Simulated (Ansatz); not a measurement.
## MnO under changes of volume

One of the cells (14.337 Å³/atom); the others are scaled copies at fixed shape and fractional positions:

```xyz
2
Lattice="2.9713 -1.7170 0.0000 2.9713 1.7170 0.0000 -1.9846 0.0000 2.8103" Properties=species:S:1:pos:R:3 pbc="T T T"
Mn    1.9788    0.0000    1.4070
O     3.9609    0.0000    0.7007
```

The cell comes from a database or a generator and needn't be the stable form of this composition.

```yaml
Program: Ansatz 0.2.0
Functional: LDA
Potentials_or_basis: Ansatz PAW
Cutoff: "420 eV (not typed: the program's choice for these potentials)"
k_mesh: 9 × 9 × 9
Occupations: fermi-dirac, width 0.05 eV
Spin: collinear spin, ferromagnetic start
Starting_moments: "[4.0, 0.0] μB"
```

| volume (Å³/atom) | energy over the lowest point (meV/atom) | pressure (GPa) | moment (μB per cell) | largest force (eV/Å) |
| --- | --- | --- | --- | --- |
| 13.477 | 0.00 | -9.5 | 4.81 | 0.002 |
| 13.764 | 17.44 | -10.5 | 4.88 | 0.002 |
| 14.050 | ? | ? | ? | ? |
| 14.337 | 58.31 | -12.9 | 4.97 | 0.003 |
| 14.624 | 82.31 | -14.3 | 4.99 | 0.004 |
| 14.911 | 108.87 | -15.6 | 5.00 | 0.005 |
| 15.197 | 137.84 | -16.8 | 5.00 | 0.005 |

What does the run at 14.050 Å³/atom give?

Energy over the lowest point 36.81 meV/atom; pressure -11.7 GPa; moment 4.94 μB per cell; largest force 0.002 eV/Å.

Worked out: A Birch-Murnaghan fit of order 3 (a polynomial in V^(-2/3)) to the other rows has no minimum within the range. It gives 36.73 meV/atom at 14.050 Å³/atom, against the run's 36.81, and -dE/dV = -11.4 GPa, against -11.7. A parabola through the other rows of the moment, of slope 0.157 μB per Å³/atom there, gives 4.93 μB, against the run's 4.94.

Energies are extrapolated to zero smearing.

Caveats: a cell with one magnetic atom can't hold antiferromagnetic order, which such compounds often take; the PAW data sets come from PBE, with cores solved anew for the run's functional, which leaves a small shift of forces and pressure.
